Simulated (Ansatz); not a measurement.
# Σ9 (221) boundary in fcc Au with Zr (substitutional): structure and resistance, part 2 of 2

Aim: the relaxed structure and the specific resistance of the Σ9 (221) boundary in fcc Au with Zr (substitutional).

Ansatz 0.2.0; Ansatz plane-wave DFT, PBE, PAW files; relaxation of a bicrystal slab with its lowest layers held; PAW set soft_1 (the session's first sound run).

So far. Step 2 (Relaxing the bicrystal): The largest force component on a free atom ends at 0.0042 eV/Å, under the tolerance of 0.03, after 13 steps.

**3. Transmission across the boundary**

Bulk layers of each grain are laid under and over the relaxed boundary, and a lead is named in the middle of each, away from the free faces. The mesh across the current, 22×8, is finer than the density's, because channels open and close sharply across the zone. Energies from -0.1 to 0.1 eV in steps of 0.05 eV are too few for the program's thermal sum, so it prints no conductance; for a metal the transmission near the Fermi level serves, at a fraction of the cost.

This step: Ansatz plane-wave DFT, PBE, PAW files; ballistic transport by layer matching (Landauer), zero bias; boundary relaxed in a short slab, bulk layers laid on; PAW set soft_1 (Ansatz 0.2.0).

System of this step: Σ9 (221) boundary in fcc Au with Zr (substitutional). The cell holds 63 atoms: 62 Au and 1 Zr. Cell: a = 2.884 Å, b = 8.651 Å, c = 51.241 Å, α = 90.0°, β = 90.0°, γ = 90.0°. It derives from Au. Regions: lower grain, 26 atoms (26 Au); boundary, 17 atoms (16 Au and 1 Zr); upper grain, 20 atoms (20 Au). Vacuum lies along c.

File input.yaml:

```yaml
crystal:
  lattice:
    - [2.8837582304, 0.0, 0.0]
    - [0.0, 8.6512746911, 0.0]
    - [0.0, 0.0, 51.2405116767]
  atoms:
    - { symbol: Au, position: [-17.0, -9.4444444443, 0.078063233] }
    - { symbol: Au, position: [-16.5, -9.1666666665, 0.0913282905] }
    - { symbol: Au, position: [-16.0, -8.8888888888, 0.1045933479] }
    - { symbol: Au, position: [-15.5, -8.611111111, 0.1178584054] }
    - { symbol: Au, position: [-15.0, -8.3333333332, 0.1311234629] }
    - { symbol: Au, position: [-14.5, -8.0555555554, 0.1443885204] }
    - { symbol: Au, position: [-14.0, -7.7777777777, 0.1576535779] }
    - { symbol: Au, position: [-13.5, -7.4999999999, 0.1709186354] }
    - { symbol: Au, position: [-13.0, -7.2222222221, 0.1841836929] }
    - { symbol: Au, position: [-12.5, -6.9444444443, 0.1974487504] }
    - { symbol: Au, position: [-12.0, -6.6666666666, 0.2107138079] }
    - { symbol: Au, position: [-11.5, -6.3888888888, 0.2239788654] }
    - { symbol: Au, position: [-11.0, -6.111111111, 0.2372439229] }
    - { symbol: Au, position: [-10.5, -5.8333333333, 0.2505089804] }
    - { symbol: Au, position: [-10.0, -5.5555555555, 0.2637740378] }
    - { symbol: Au, position: [-9.5, -5.2777777777, 0.2770390953] }
    - { symbol: Au, position: [-9.0, -4.9999999999, 0.2903041528] }
    - { symbol: Au, position: [-8.5, -4.7222222222, 0.3035692103] }
    - { symbol: Au, position: [-8.0, -4.4444444444, 0.3168342678] }
    - { symbol: Au, position: [-7.5, -4.1666666666, 0.3300993253] }
    - { symbol: Au, position: [-7.0, -3.8888888888, 0.3433643828] }
    - { symbol: Au, position: [-6.5, -3.6111111111, 0.3566294403] }
    - { symbol: Au, position: [-6.0, -3.3333333333, 0.3698944978] }
    - { symbol: Au, position: [-5.5, -3.0555555555, 0.3831595553] }
    - { symbol: Au, position: [-5.0, -2.7777777777, 0.3964246128] }
    - { symbol: Au, position: [-4.5, -2.5, 0.4096896703] }
    - { symbol: Au, position: [0.0, 0.7777777778, 0.4229547277] }
    - { symbol: Au, position: [0.5, 0.0555119699, 0.4395498686] }
    - { symbol: Au, position: [0.0, 0.3381751504, 0.4522790432] }
    - { symbol: Au, position: [0.5, 0.6180160229, 0.4652746654] }
    - { symbol: Au, position: [0.0, 0.8914817458, 0.4815572674] }
    - { symbol: Au, position: [0.5, 0.1745262985, 0.4952974447] }
    - { symbol: Au, position: [0.0, 0.4522494356, 0.507616239] }
    - { symbol: Au, position: [0.5, 0.7347111322, 0.5251016834] }
    - { symbol: Zr, position: [0.0, 0.0197794552, 0.5363302969] }
    - { symbol: Au, position: [0.0, 0.5271596119, 0.5606347134] }
    - { symbol: Au, position: [0.5, 0.2385021094, 0.5705505371] }
    - { symbol: Au, position: [0.0, 0.9748697505, 0.59118161] }
    - { symbol: Au, position: [0.5, 0.6967606026, 0.6013722758] }
    - { symbol: Au, position: [0.0, 0.4119947105, 0.6140409013] }
    - { symbol: Au, position: [0.5, 0.145919993, 0.6337459336] }
    - { symbol: Au, position: [0.0, 0.8562533004, 0.6450517251] }
    - { symbol: Au, position: [0.5, 0.5685513459, 0.6566356172] }
    - { symbol: Au, position: [-5.0, -2.7092264318, 0.6699006747] }
    - { symbol: Au, position: [-5.5, -2.9870042096, 0.6831657322] }
    - { symbol: Au, position: [-6.0, -3.2647819874, 0.6964307897] }
    - { symbol: Au, position: [-6.5, -3.5425597652, 0.7096958472] }
    - { symbol: Au, position: [-7.0, -3.8203375429, 0.7229609047] }
    - { symbol: Au, position: [-7.5, -4.0981153207, 0.7362259622] }
    - { symbol: Au, position: [-8.0, -4.3758930985, 0.7494910196] }
    - { symbol: Au, position: [-8.5, -4.6536708763, 0.7627560771] }
    - { symbol: Au, position: [-9.0, -4.931448654, 0.7760211346] }
    - { symbol: Au, position: [-9.5, -5.2092264318, 0.7892861921] }
    - { symbol: Au, position: [-10.0, -5.4870042096, 0.8025512496] }
    - { symbol: Au, position: [-10.5, -5.7647819874, 0.8158163071] }
    - { symbol: Au, position: [-11.0, -6.0425597651, 0.8290813646] }
    - { symbol: Au, position: [-11.5, -6.3203375429, 0.8423464221] }
    - { symbol: Au, position: [-12.0, -6.5981153207, 0.8556114796] }
    - { symbol: Au, position: [-12.5, -6.8758930984, 0.8688765371] }
    - { symbol: Au, position: [-13.0, -7.1536708762, 0.8821415946] }
    - { symbol: Au, position: [-13.5, -7.431448654, 0.8954066521] }
    - { symbol: Au, position: [-14.0, -7.7092264318, 0.9086717095] }
    - { symbol: Au, position: [-14.5, -7.9870042095, 0.921936767] }
kpoints:
  mp_grid: { grid: [9, 3, 1] }
hamiltonian:
  xc: pbe
  pseudopotentials: { kind: paw, azcp: { folder: soft_1 } }
scf:
  occupations: { method: fermi_dirac, width: 0.1 }
output:
  transmission:
    leads: [[14, 15], [51, 52]]
    kmesh: [22, 8]
    e_range: [-0.1, 0.1]
    de: 0.05
  write_potential: true
  write_density: true
  volumetric_format: npy
  elf: true
```

The run is started by

```bash
$ ansatz run input.yaml --threads 4 --pin off --max-ram 15360MiB --backend cpu --events-out ev --progress --plain --runs-dir out
```

Numbers of over 12 decimals in the logs are rounded to 6 here.

What it wrote:

```text
[...]
Crystal: 63 atoms, lattice volume = 1278.358 Å³
Basis set: ecut = 420 eV, 24967 PW (Γ)
Bands: 714, of which v1, the nominal top of the filled ones, is band 595 counted from 1 (594 counted from 0)
Symmetry: 2 space group operations
[...]
k-points: 10 of 27 (time reversal used)
[...]
SCF iter   1: F=—  HF=-819575.979377 eV  |F-HF|=—  |Δ(HF+E_count)|=         —  Δρ=6.76e-2  dr2=2.19e2  ethr=3.10e-3  ⟨swp⟩=5.2  Hψ=22801  notcnv=0  defer=713
[...]
SCF iter  11: F=-819556.041328 eV  HF=-819556.041328 eV  |F-HF|=8.61e-9  |Δ(HF+E_count)|=   5.10e-8  Δρ=1.67e-6  dr2=3.83e-8  ethr=8.40e-12  ⟨swp⟩=12.9  Hψ=32360  notcnv=0
SCF 1 converged in 11 iterations: F = -819556.041328 eV  dr2 = 3.83e-8
[...]
transmission: 276 of 2760 steps passed
transmission: 552 of 2760 steps passed
[...]
transmission: 2760 of 2760 steps passed
WARN: The output density's exchange-correlation potential varies sharply where the density is thin. Do not read a vacuum level from v_tot or v_xc, or from such a field of the output density. On a cell that repeats whose density bears no net charge and no dipole along the vacuum's axis use v_es (v_loc + v_h of the components); under efield.dipole_correction with no amplitude use v_es + v_field, which holds any externa [...]
SCF converged after 11 iterations
Free energy (F): -819556.041328 eV
[...]
Internal energy: -819555.466246 eV  (E = F + TS)
E sigma→0 (E₀):  -819555.753787 eV
Entropy (-TS):   -0.575082 eV (-9.128 meV/atom)
Fermi energy:    16.471746 eV
[...]
--- Band table (eV; the first three rows and the last of 10) ---
  k-point 0: bands = [... 591 lower, 14.7042, 14.7456, 14.7605, 14.9034, 14.9183, 14.9184, 14.9702, 15.1379, ... 115 higher]
  k-point 1: bands = [... 591 lower, 14.7710, 14.8031, 14.8208, 14.8457, 14.8607, 14.9808, 15.0835, 15.1106, ... 115 higher]
  k-point 2: bands = [... 591 lower, 14.8357, 14.8917, 14.9453, 15.1310, 15.2052, 15.3768, 15.4106, 15.4652, ... 115 higher]
  k-point 9: bands = [... 591 lower, 17.3720, 17.3946, 17.4505, 17.4906, 17.5563, 17.6060, 17.6830, 17.7893, ... 115 higher]
--- Transmission ---
  basis      : 221 plane waves across, 46 finite elements along
  points     : 60, standing for a mesh of 22 x 8
  energies   : 5 from -0.100000 to 0.100000 eV about the Fermi level, 0.050000 eV apart; the leads are filled to 0.000000 eV, and channels, transmission and decay are at 0.000000 eV
  crystal 0  : Au4, at the sites [14, 15], period 2.7188 Å, over 18.35 Å; its Hamiltonian steps by up to 51.2 meV: too much for a lead, lay more layers or, if its atoms are ordered, name the step of that order
    offset         : up to 0.0000 Å between an atom of the period and one for which it stands
    channels       : 2.903409e0 a spin
    conductance    : none, the energies end too early or step too widely for 300 K: set another output.transmission.e_range or a lower de, or, where they end at an eighth of basis.ecutwfc, a higher one
[...]
channels       : 2.892045e0 a spin
[...]
junction   : crystal 0 to crystal 1, 13.18 to 38.06 Å
    transmission   : 1.402727e0 a spin
[...]
```

Wall time 23 min (4 threads of Arm Neoverse V2, shared host); peak memory 10 GiB; 87 min of CPU time.

Numbers from this step:

- free energy: -819556.0413 eV
- energy at zero smearing: -819555.7538 eV
- Fermi energy: 16.47 eV
- cell area: 24.95 Å²
- transmission per spin nearest the Fermi level: 1.403
- open channels per spin nearest the Fermi level: 2.903
- open channels per spin, upper lead: 2.892
- step of the lead's potential: 51.2 meV
- step of the upper lead's potential: 49.3 meV

Per spin. Table of transmission, zone mean by energy, zero at the Fermi level:

```
energy (eV)  transmission, zone mean
    -0.1000                     1.36
    -0.0500                     1.39
     0.0000                     1.40
     0.0500                     1.40
     0.1000                     1.42
```

Per spin. Table of open channels, zone mean by energy, zero at the Fermi level:

```
energy (eV)  lead  upper lead
    -0.1000  2.84        2.84
    -0.0500  2.84        2.86
     0.0000  2.90        2.89
     0.0500  2.87        2.86
     0.1000  2.86        2.86
```

Transmission over k1 and k2. At 0.0000 eV from the Fermi level.

Ten even steps from '_' (0.10) to '@' (2.59):
```
**..::----==++******======******++==----::..
%%--==--==++**++**##**==**##**++**++==--==--
@@**++==++++****++**********++****++++==++**
@@**++==++++****++++******++++****++++==++**
@@**++==++++****++**********++****++++==++**
%%--==--==++**++**##**==**##**++**++==--==--
**..::----==++******======******++==----::..
**__..::--++--##**..::::::..**##--++--::..__
```
Columns: k1 (b1) from -0.5 to 0.455; rows upwards: k2 (b2) from -0.5 to 0.375.

Open channels over k1 and k2. At 0.0000 eV from the Fermi level.

Ten even steps from '_' (2.00) to '@' (4.00):
```
@@________++++++++@@++++++@@++++++++________
@@++__++++++++++++++@@++@@++++++++++++++__++
@@++++++++++++++++++++++++++++++++++++++++++
@@++++++++++++++++++++++++++++++++++++++++++
@@++++++++++++++++++++++++++++++++++++++++++
@@++__++++++++++++++@@++@@++++++++++++++__++
@@________++++++++@@++++++@@++++++++________
@@____________@@@@__________@@@@____________
```
Columns: k1 (b1) from -0.5 to 0.455; rows upwards: k2 (b2) from -0.5 to 0.375.

Valence density in the cb plane at fractional x = 0.000, with atoms of Au and Zr within 0.2 Å of it. It is the smooth field of the valence electrons, not physical close to the nuclei.

Ten even steps from '0' (0 e/Å³) to '9' (14 e/Å³), each cell a mean:
```
00000000000000232000012210001489400000000000
00000000000001585200000000000255200002431000
00000001000002697200000000000011000015962000
00000144200001354100000000000000000015972000
00000379510000011000000000000000000002431000
20000268410000000000000000000000000000100001
52000133200000000000000000000000000000000000
83000000000000000000000000000000000000000000
52000000000000000000000001110000000000000000
10000000000000000000000013651000000000000000
00000000000000000022100015983000000000000000
00000000000000000267410014762000023100000000
00000000000000000389510001220000267410000000
00000000013420000245300000000000389510000000
00000000026951000011000000000000145300001332
00111000026851000000000000000000011000003784
01464100013420000000000000000000000000003785
02697200000000000000000000000000000000001342
01575100000000000000000000000000000000000000
00121000000000000000000000000000000000000000
00000000000000000000001110000000000000000000
00000000000000000000012220000122100000000000
00000000000000000000012221000367300000000000
```
Columns run along c (16.0 Å, from fractional 0.37 to 0.69 of the cell), rows up along b (8.7 Å). Atoms in or near the plane, at fractional coordinates: Au at (0.40, 0.22), Au at (0.42, 0.78), Au at (0.45, 0.34), Au at (0.48, 0.89), Au at (0.51, 0.45), Zr at (0.54, 0.02), Au at (0.56, 0.53), Au at (0.59, 0.97), Au at (0.61, 0.41), Au at (0.65, 0.86), Au at (0.67, 0.29).

Electrostatic potential energy in the cb plane at fractional x = 0.000, with atoms of Au and Zr within 0.2 Å of it. With pseudopotentials it is smooth inside the atoms' cores, unlike the true potential.

Values in eV, 12 rows by 16 columns, each cell a mean:
```
 17  19  18  18  11 -25  -1   4 -23   6  -9 -30   9   0  -3  17
 18  14 -11   8   8 -30  -5  17  13  17  12   2  16 -21 -25  15
  9   6 -32  -7  17   1  13  18  18  20  20  18  18  -6 -10  10
-18  13 -14   7  18  19  20  18  18  18  19  17  18  18  17  10
-12  17  17  19  17  18  18  17  16 -10   6  18  19  20  17  17
 14  18  18  19  18  18  -6  -6   9 -31 -10  15   5  17  17  19
 19  18  18   9   3  16 -24 -23  13 -12   4   1 -30   4  18  16
 17  13  18 -15 -27  14  -2  -1  19  17  18   3 -27   6   3 -17
 -3 -22  13  -8 -19  16  18  19  20  19  18  17  10  17  -8 -32
 -9 -30  11  16  14  18  17  18  16  17  18  20  19  17   8  -7
 11   1  17  18  19  19  17   9 -13  10  16  12  18  17  18  17
 18  19  19  17  18  13  16  -6 -33  -3  -3 -23  13  18  18  17
```
Columns run along c (16.0 Å, from fractional 0.37 to 0.69 of the cell; values clipped at the 3rd and 97th percentile), rows up along b (8.7 Å). Atoms in or near the plane, at fractional coordinates: Au at (0.40, 0.22), Au at (0.42, 0.78), Au at (0.45, 0.34), Au at (0.48, 0.89), Au at (0.51, 0.45), Zr at (0.54, 0.02), Au at (0.56, 0.53), Au at (0.59, 0.97), Au at (0.61, 0.41), Au at (0.65, 0.86), Au at (0.67, 0.29).

ELF in the cb plane at fractional x = 0.000, with atoms of Au and Zr within 0.2 Å of it. It is the smooth field of the valence electrons, not physical close to the nuclei.

Values, 12 rows by 16 columns, each cell a mean:
```
0.20 0.16 0.18 0.19 0.26 0.55 0.40 0.29 0.65 0.31 0.46 0.62 0.26 0.35 0.38 0.21
0.19 0.24 0.44 0.29 0.27 0.63 0.40 0.22 0.17 0.11 0.30 0.34 0.22 0.53 0.58 0.23
0.28 0.30 0.66 0.40 0.19 0.35 0.24 0.23 0.23 0.10 0.12 0.20 0.19 0.40 0.42 0.27
0.49 0.25 0.45 0.30 0.19 0.18 0.12 0.19 0.21 0.19 0.16 0.20 0.18 0.17 0.21 0.27
0.44 0.20 0.21 0.15 0.20 0.18 0.18 0.21 0.22 0.43 0.31 0.20 0.17 0.13 0.20 0.20
0.22 0.19 0.18 0.13 0.19 0.19 0.41 0.39 0.29 0.65 0.42 0.23 0.33 0.20 0.20 0.15
0.12 0.18 0.19 0.29 0.33 0.22 0.56 0.56 0.27 0.45 0.32 0.34 0.62 0.32 0.20 0.21
0.20 0.25 0.20 0.47 0.59 0.24 0.37 0.39 0.17 0.21 0.20 0.33 0.57 0.29 0.32 0.48
0.37 0.52 0.24 0.42 0.51 0.22 0.20 0.18 0.10 0.20 0.20 0.19 0.29 0.21 0.40 0.66
0.42 0.62 0.26 0.22 0.24 0.17 0.22 0.18 0.07 0.23 0.22 0.12 0.15 0.21 0.28 0.40
0.26 0.35 0.19 0.20 0.14 0.15 0.24 0.23 0.54 0.22 0.25 0.26 0.17 0.20 0.16 0.19
0.20 0.16 0.15 0.21 0.18 0.25 0.24 0.43 0.52 0.40 0.40 0.54 0.23 0.19 0.16 0.18
```
Columns run along c (16.0 Å, from fractional 0.37 to 0.69 of the cell), rows up along b (8.7 Å). Atoms in or near the plane, at fractional coordinates: Au at (0.40, 0.22), Au at (0.42, 0.78), Au at (0.45, 0.34), Au at (0.48, 0.89), Au at (0.51, 0.45), Zr at (0.54, 0.02), Au at (0.56, 0.53), Au at (0.59, 0.97), Au at (0.61, 0.41), Au at (0.65, 0.86), Au at (0.67, 0.29).

Over the solved energies the transmission per spin lies between 1.36 and 1.42, out of 2.86 channels of the lead on average (up to 2.90). The log calls the step of a lead's potential too much.

**4. Specific resistance**

This step: Ansatz plane-wave DFT, PBE, PAW files; ballistic transport by layer matching (Landauer), zero bias; specific resistance of the boundary; PAW set soft_1 (Ansatz 0.2.0).

This step gave:

* area resistance: 1.186 fΩ m²
* T over the leads' mean channel count: 0.4869

Averaged over the energies near the Fermi level, 48.7 % of the channels pass, which makes 1.19 fΩ m².

By hand, with T and the leads' channels N averaged over the energies near the Fermi level: RA = A (h/2e²)(1/T − ½[1/N₁ + 1/N₂]) = 24.95×10⁻²⁰ m² × 12 906 Ω × (1/1.393 − ½[1/2.860 + 1/2.860]) = 1.19 fΩ m².

**5. Summary of results**

| Item | Value |
| --- | --- |
| specific resistance of the boundary | 1.19 fΩ m² |
| share of channels that pass | 0.487 |

**Reading.** The boundary has a specific resistance of 1.2 fΩ m². The boundary reflects 51 % of the channels; 1.2 fΩ m² is 12×10⁻¹² Ω·cm². That equals the resistance of 52 nm of bulk Au at 300 K (measured 2.271 µΩ cm, CRC Handbook of Chemistry and Physics, 84th ed., 2003, Electrical Resistivity of Pure Metals). One Zr in 24.9 Å² of boundary is a high coverage. In the relaxation the upper grain slid sideways by about 0.6 Å, so the result belongs to the position that it found, not to the starting one. Each plane of this narrow cell holds one atom, so the solute fills a whole plane. One starting structure was relaxed; another shift or atom count at the boundary may lie lower. Spin-orbit coupling is left out, which matters for Au. A lead's potential steps by up to 51 meV from period to period, which the log calls too much, so longer leads could move the result.

[Logs are printed without paths, hosts, clocks, repeated set-up lines and the standing remarks that a program may print on its own settings, such as how far it seeks lower states.]

[Hosts, paths, dates, database ids (printed as entryN), source tags and the programs' standing remarks are cut or masked in the printed files.]
